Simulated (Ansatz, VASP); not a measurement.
Ge: VASP beside Ansatz

```xyz
4
Lattice="4.0504 0.0000 0.0000 -2.0252 3.5078 0.0000 0.0000 0.0000 10.9934" Properties=species:S:1:pos:R:3 pbc="T T T"
Ge    2.0252    1.1693    4.5606
Ge    0.0000    2.3385   10.0573
Ge    0.0000    0.0000    5.2488
Ge    0.0000    0.0000   10.7455
```

Alike in both runs: task single point; functional LDA; k mesh 8 × 8 × 3; occupations fermi-dirac, width 0.05 eV; no spin polarisation.

|  | VASP | Ansatz |
| --- | --- | --- |
| version | VASP 6.6.1 | Ansatz 0.2.0 |
| potentials or method | VASP PAW LDA potentials, release 64 (Ge_d), cutoff 520 eV | all-electron LAPW, scalar-relativistic |

Ansatz gave:

```
gap on the k mesh at the Fermi level (eV)       : 0.56
least direct gap on the mesh (eV)               : 0.68
pressure (GPa)                                  : -2.5
largest component of the traceless stress (GPa) : 1.50
rms of the force components (eV/Å)              : 0.158
```

Task: Estimate VASP's values.

Result: gap on the k mesh at the Fermi level (eV): 0.57; least direct gap on the mesh (eV): 0.68; pressure (GPa): -2.5; largest component of the traceless stress (GPa): 1.46; rms of the force components (eV/Å): 0.155.

Atom by atom the forces differ by 0.003 eV/Å (rms over components). Ansatz ran all-electron here, so the differences hold the error of VASP's frozen core and of both bases.

Caveats: an odd mesh through Γ misses points on the zone boundary, where band edges often lie.
